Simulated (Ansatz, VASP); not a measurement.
**Two plane-wave programs on SiSe**

The input INCAR:

```
SYSTEM = SiSe
PREC = Accurate
ENCUT = 520
EDIFF = 1E-7
ISMEAR = -1
SIGMA = 0.05
LREAL = .False.
LASPH = .True.
NELM = 60
ALGO = Normal
ISIF = 2
LWAVE = .False.
LCHARG = .False.
GGA = PE
NBANDS = 12
```

File KPOINTS:

```
Automatic mesh
0
Gamma
  9 9 7
  0 0 0
```

File POSCAR:

```
SiSe
1.0
    3.6425106886      0.0000000000      0.0000000000
   -1.8212553443      3.1545021986      0.0000000000
    0.0000000000      0.0000000000      3.6460871413
Si Se
1 1
Direct
    0.6666700000      0.3333300000      0.5000000000
    0.0000000000      0.0000000000      0.0000000000
```

input.yaml

```yaml
crystal:
  lattice:
    - [3.6425106886, 0.0, 0.0]
    - [-1.8212553443, 3.1545021986, 0.0]
    - [0.0, 0.0, 3.6460871413]
  atoms:
    - { symbol: Si, position: [0.66667, 0.33333, 0.5] }
    - { symbol: Se, position: [0.0, 0.0, 0.0] }
hamiltonian:
  xc: pbe
  pseudopotentials: { kind: paw }
kpoints:
  mp_grid: { grid: [9, 9, 7] }
scf:
  occupations: { method: fermi_dirac, width: 0.05 }
output:
  forces: true
  stress: true
  eigenvalues: true
```

Change from the starting cell: volume scaled by 1.04.

Alike in both runs: task single point; functional PBE; k mesh 9 × 9 × 7; occupations fermi-dirac, width 0.05 eV; no spin polarisation.

|  | VASP | Ansatz |
| --- | --- | --- |
| version | VASP 6.6.1 | Ansatz 0.2.0 |
| potentials or method | VASP PAW PBE potentials, release 64 (Si, Se) | Ansatz PAW |
| plane-wave cutoff (eV) | 520 | 420 |
| valence electrons in the cell | 10 | 20 |

VASP gave:

| Item | Value |
| --- | --- |
| gap on the k mesh at the Fermi level (eV) | none |
| pressure (GPa) | -1.7 |
| largest component of the traceless stress (GPa) | 0.18 |

**Question.** Estimate Ansatz's values.

**Answer.** gap on the k mesh at the Fermi level (eV): none; pressure (GPa): -1.7; largest component of the traceless stress (GPa): 0.19.

A gap of «none» marks a metal or a gap that the smearing closes. The two sets of potentials don't hold the same shells in valence.
